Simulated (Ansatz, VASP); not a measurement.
**Two plane-wave programs on TiB2**

INCAR

```
SYSTEM = TiB2
  PREC = Accurate
  ENCUT = 520
  EDIFF = 1E-6
  ISMEAR = 0
  SIGMA = 0.15
  LREAL = .False.
  LASPH = .True.
  NELM = 80
  ALGO = Normal
  ISIF = 2
  LWAVE = .False.
  LCHARG = .True.
  GGA = PE
  LELF = .True.
  LVHAR = .True.
  NBANDS = 16
```

File KPOINTS:

```
Automatic mesh
0
Gamma
  18 18 14
  0 0 0
```

Contents of POSCAR:

```
TiB2
1.0
    3.0469638772      0.0000000000      0.0000000000
   -1.5234819386      2.6387481221      0.0000000000
    0.0000000000      0.0000000000      3.2242295241
Ti B
1 2
Direct
    0.0000000000      0.0000000000      0.0000000000
    0.3333333333      0.6666666667      0.5000000000
    0.6666666667      0.3333333333      0.5000000000
```

Input for Ansatz:

```yaml
crystal:
  lattice:
    - [3.0469638772, 0.0, 0.0]
    - [-1.5234819386, 2.6387481221, 0.0]
    - [0.0, 0.0, 3.2242295241]
  atoms:
    - { symbol: Ti, position: [0.0, 0.0, 0.0] }
    - { symbol: B, position: [0.3333333333, 0.6666666667, 0.5] }
    - { symbol: B, position: [0.6666666667, 0.3333333333, 0.5] }
basis:
  ecutwfc: 420
kpoints:
  mp_grid: { grid: [18, 18, 14] }
hamiltonian:
  xc: pbe
scf:
  occupations: { method: gaussian, width: 0.15 }
output:
  forces: true
  stress: true
  eigenvalues: true
```

Change from the starting cell: strain +0.0050 x Voigt [1, 1, 0, 0, 0, 0], atoms carried along.

Alike in both runs: task single point; functional PBE; k mesh 18 × 18 × 14; occupations gaussian, width 0.15 eV; no spin polarisation.

```csv
,VASP,Ansatz
version,VASP 6.6.1,Ansatz 0.2.0
potentials or method,"VASP PAW PBE potentials, release 64 (Ti_sv, B)","scalar-relativistic, plane waves, PAW"
plane-wave cutoff (eV),520,420
valence electrons in the cell,18,18
```

Ansatz gave:

- gap on the k mesh at the Fermi level (eV): none
- pressure (GPa): -2.6
- largest component of the traceless stress (GPa): 1.66

Task: Estimate VASP's values.

Result: gap on the k mesh at the Fermi level (eV): none; pressure (GPa): -2.4; largest component of the traceless stress (GPa): 1.68.

A gap of «none» marks a metal or a gap that the smearing closes. With one functional, cell and mesh, what is left measures potentials, basis and numerics.
